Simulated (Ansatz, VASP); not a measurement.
# InP in VASP and in Ansatz

Contents of INCAR:

```
SYSTEM = InP
  ALGO = Normal
  EDIFF = 1E-6
  EDIFFG = -0.01
  ENCUT = 600
  GGA = PE
  IBRION = 2
  ISIF = 3
  ISMEAR = -1
  IVDW = 12
  LASPH = .TRUE.
  LCHARG = .FALSE.
  LREAL = .FALSE.
  LWAVE = .FALSE.
  NELM = 80
  NSW = 60
  PREC = Accurate
  SIGMA = 0.05
```

The input KPOINTS:

```
k-points
0
G
  8 8 8
  0 0 0
```

Contents of POSCAR:

```
InP
1.0
    0.0000000000      2.7688340000      2.7688340000
    2.7688340000      0.0000000000      2.7688340000
    2.7688340000      2.7688340000      0.0000000000
In P
1 1
Direct
    0.0000000000      0.0000000000      0.0000000000
    0.5000000000      0.5000000000      0.5000000000
```

input.yaml

```yaml
crystal:
  lattice:
    - [0.0, 2.768834, 2.768834]
    - [2.768834, 0.0, 2.768834]
    - [2.768834, 2.768834, 0.0]
  atoms:
    - { symbol: In, position: [0.0, 0.0, 0.0] }
    - { symbol: P, position: [0.5, 0.5, 0.5] }
hamiltonian:
  xc: pbe
  pseudopotentials: { kind: paw }
  dispersion: d3bj
kpoints:
  mp_grid: { grid: [8, 8, 8] }
scf:
  occupations: { method: fermi_dirac, width: 0.05 }
output:
  forces: true
  stress: true
  eigenvalues: true
  write_density: true
  write_potential: true
  elf: true
  volumetric_format: npy
relax:
  f_tol: 0.01
  max_steps: 40
  cell: { stress_tol: 0.05 }
```

Measurements of this composition are mostly on another form, of space group No. 216.

Alike in both runs: task relaxation of cell and atoms; functional PBE; dispersion D3(BJ); k mesh 8 × 8 × 8; occupations fermi-dirac, width 0.05 eV; no spin polarisation.

```csv
,VASP,Ansatz
version,VASP 6.6.1,Ansatz 0.2.0
potentials or method,"VASP PAW PBE potentials, release 64 (In_d, P)",Ansatz PAW
plane-wave cutoff (eV),600,420
valence electrons in the cell,18,18
```

```tsv
	VASP	Ansatz	Ansatz less VASP
gap on the k mesh at the Fermi level, each at its own relaxed structure (eV)	none	none	-
relaxed volume (Å³/atom)	20.41	20.41	0.000
relaxed cell length with the largest relative difference (Å)	3.865	3.865	0.0000
energy change over the relaxation (meV/atom)	-8	-8	-0.1
```

A gap of «none» marks a metal or a gap that the smearing closes.

Caveats: pairwise dispersion overbinds metals, which lowers pressure and volume; the plane-wave basis is chosen anew once the cell has moved, so the energies of steps on either side of that aren't comparable (Ansatz).
